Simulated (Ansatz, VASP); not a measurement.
**Sc in VASP and in Ansatz**

```
Sc
1.0
     0.00000    3.55762    3.55762
     3.55762    0.00000    3.55762
     3.55762    3.55762    0.00000
Sc
2
Direct
  0.12500 0.12500 0.12500
  0.87500 0.87500 0.87500
```

Alike in both runs: task single point; functional RPBE; k mesh 9 × 9 × 9; occupations fermi-dirac, width 0.1 eV; no spin polarisation.

|  | VASP | Ansatz |
| --- | --- | --- |
| version | VASP 6.6.1 | Ansatz 0.2.0 |
| potentials or method | VASP PAW PBE potentials, release 64 (Sc_sv) | plane waves (420 eV) with PAW, scalar-relativistic |
| plane-wave cutoff (eV) | 520 | 420 |
| valence electrons in the cell | 22 | 22 |

|  | VASP | Ansatz | Ansatz less VASP |
| --- | --- | --- | --- |
| pressure (GPa) | -0.9 | -0.9 | +0.01 |

The functional is the same, so the differences come from potentials, cutoffs and numerics.

Caveats: the PAW data sets were made with another functional, which shifts forces and pressure a little (VASP).
